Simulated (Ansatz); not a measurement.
# Convergence notes, G0W0 on CsBr (Pm-3m)

CsBr (Pm-3m) from a database of computed structures, relaxed with r2SCAN; one-shot G0W0 in Ansatz without spin-orbit coupling. Calculated for a static, non-magnetic cell.

```yaml
crystal:
  lattice:
    - [4.31996, 0.00000, 0.00000]
    - [0.00000, 4.31996, 0.00000]
    - [0.00000, 0.00000, 4.31996]
  atoms:
    - { symbol: Cs, position: [0.00000, 0.00000, 0.00000] }
    - { symbol: Br, position: [0.50000, 0.50000, 0.50000] }
```

Gaps are read over the mesh points alone. G0W0 here is at a finite number of bands, screening cutoff and k mesh, not at the basis limit.
```json
{"start": "PBE", "potentials": "PAW", "frequency model": "contour deformation", "mesh": "4×4×4", "empty bands": "240", "screening cutoff (eV)": "120", "Kohn-Sham gap (eV)": "4.44", "G0W0 gap (eV)": "6.66"}
{"start": "PBE", "potentials": "PAW", "frequency model": "contour deformation", "mesh": "4×4×4", "empty bands": "597", "screening cutoff (eV)": "220", "Kohn-Sham gap (eV)": "4.44", "G0W0 gap (eV)": "6.77"}
{"start": "PBE", "potentials": "PAW", "frequency model": "contour deformation", "mesh": "4×4×4", "empty bands": "1097", "screening cutoff (eV)": "300", "Kohn-Sham gap (eV)": "4.44", "G0W0 gap (eV)": "6.80"}
{"start": "HSE06", "potentials": "PAW", "frequency model": "contour deformation", "mesh": "4×4×4", "empty bands": "597", "screening cutoff (eV)": "220", "Kohn-Sham gap (eV)": "5.61", "G0W0 gap (eV)": "7.32"}
{"start": "r2SCAN", "potentials": "PAW", "frequency model": "contour deformation", "mesh": "4×4×4", "empty bands": "597", "screening cutoff (eV)": "220", "Kohn-Sham gap (eV)": "5.20", "G0W0 gap (eV)": "7.11"}
{"start": "PBE0", "potentials": "PAW", "frequency model": "contour deformation", "mesh": "4×4×4", "empty bands": "597", "screening cutoff (eV)": "220", "Kohn-Sham gap (eV)": "6.31", "G0W0 gap (eV)": "7.54"}
{"start": "PBE", "potentials": "PAW", "frequency model": "Godby-Needs pole", "mesh": "4×4×4", "empty bands": "597", "screening cutoff (eV)": "220", "Kohn-Sham gap (eV)": "4.44", "G0W0 gap (eV)": "6.71"}
{"start": "PBE", "potentials": "PAW", "frequency model": "contour deformation", "mesh": "6×6×6", "empty bands": "130", "screening cutoff (eV)": "80", "Kohn-Sham gap (eV)": "4.44", "G0W0 gap (eV)": "6.50"}
{"start": "PBE", "potentials": "norm-conserving", "frequency model": "contour deformation", "mesh": "4×4×4", "empty bands": "597", "screening cutoff (eV)": "220", "Kohn-Sham gap (eV)": "4.43", "G0W0 gap (eV)": "6.71"}
```

Over the mesh points the PBE gap of 4.44 eV becomes a quasiparticle gap of 6.80 eV (M to Γ), a change of +2.36 eV. Renormalisation factors Z lie between 0.79 and 0.85.

Raising bands and cutoff together moves the gap by +0.11 eV (120 to 220 eV), then +0.03 eV (220 to 300 eV); the last step is small, which bounds nothing strictly. Starting from HSE06 (5.61 eV against PBE's 4.44 eV) gives 7.32 eV, +0.55 eV from G0W0@PBE at the same screening cutoff. Starting from r2SCAN (5.20 eV against PBE's 4.44 eV) gives 7.11 eV, +0.34 eV from G0W0@PBE at the same screening cutoff. Starting from PBE0 (6.31 eV against PBE's 4.44 eV) gives 7.54 eV, +0.77 eV from G0W0@PBE at the same screening cutoff. The Godby-Needs plasmon pole differs from contour deformation by -0.06 eV. Norm-conserving potentials (wave cutoff 680 eV against 420 eV) shift the quasiparticle gap by -0.06 eV and the PBE gap by -0.01 eV. r2SCAN runs take a wave cutoff of 500 eV.
